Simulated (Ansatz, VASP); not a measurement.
Two plane-wave programs on C

File INCAR:

```
ALGO = Normal
EDIFF = 1E-7
ENCUT = 520
GGA = PE
ISIF = 2
ISMEAR = 0
LASPH = T
LCHARG = F
LREAL = F
LWAVE = F
NBANDS = 36
NELM = 60
PREC = Accurate
SIGMA = 0.05
```

KPOINTS

```
k-points
0
Gamma
  12 12 2
```

POSCAR

```
C
1.0
    2.3441000000      0.0000000000      0.0000000000
   -1.1720500000      2.0300501490      0.0000000000
    0.0000000000      0.0000000000     13.0506000000
C
12
Direct
    0.0000000000      0.0000000000      0.1868593266
    0.0000000000      0.0000000000      0.6868593266
    0.0000000000      0.0000000000      0.3131406734
    0.0000000000      0.0000000000      0.8131406734
    0.3333333333      0.6666666667      0.5207665411
    0.6666666667      0.3333333333      0.0207665411
    0.3333333333      0.6666666667      0.9792334589
    0.6666666667      0.3333333333      0.4792334589
    0.3333333333      0.6666666667      0.6450950823
    0.6666666667      0.3333333333      0.1450950823
    0.3333333333      0.6666666667      0.8549049177
    0.6666666667      0.3333333333      0.3549049177
```

Input for Ansatz:

```yaml
crystal:
  lattice:
    - [2.3441, 0.0, 0.0]
    - [-1.17205, 2.030050149, 0.0]
    - [0.0, 0.0, 13.0506]
  atoms:
    - { symbol: C, position: [0.0, 0.0, 0.1868593266] }
    - { symbol: C, position: [0.0, 0.0, 0.6868593266] }
    - { symbol: C, position: [0.0, 0.0, 0.3131406734] }
    - { symbol: C, position: [0.0, 0.0, 0.8131406734] }
    - { symbol: C, position: [0.3333333333, 0.6666666667, 0.5207665411] }
    - { symbol: C, position: [0.6666666667, 0.3333333333, 0.0207665411] }
    - { symbol: C, position: [0.3333333333, 0.6666666667, 0.9792334589] }
    - { symbol: C, position: [0.6666666667, 0.3333333333, 0.4792334589] }
    - { symbol: C, position: [0.3333333333, 0.6666666667, 0.6450950823] }
    - { symbol: C, position: [0.6666666667, 0.3333333333, 0.1450950823] }
    - { symbol: C, position: [0.3333333333, 0.6666666667, 0.8549049177] }
    - { symbol: C, position: [0.6666666667, 0.3333333333, 0.3549049177] }
basis:
  ecutwfc: 520.0
kpoints:
  mp_grid: { grid: [12, 12, 2] }
hamiltonian:
  xc: pbe
  pseudopotentials: { kind: paw, azcp: { folder: soft_1 } }
scf:
  occupations: { method: gaussian, width: 0.05 }
output:
  forces: true
  stress: true
  eigenvalues: true
```

Alike in both runs: task single point; functional PBE; k mesh 12 × 12 × 2; occupations gaussian, width 0.05 eV; no spin polarisation.

|  | VASP | Ansatz |
| --- | --- | --- |
| version | VASP 6.6.1 | Ansatz 0.2.0 |
| potentials or method | VASP PAW PBE potentials, release 64 (C) | scalar-relativistic, plane waves, PAW |
| plane-wave cutoff (eV) | 520 | 520 |
| valence electrons in the cell | 48 | 48 |

```csv
,VASP,Ansatz,Ansatz less VASP
gap on the k mesh at the Fermi level (eV),2.26,2.26,+0.004
least direct gap on the mesh (eV),2.26,2.26,+0.004
rms of the force components (eV/Å),0.178,0.156,-0.0219
```

Atom by atom the forces differ by 0.023 eV/Å (rms over components).
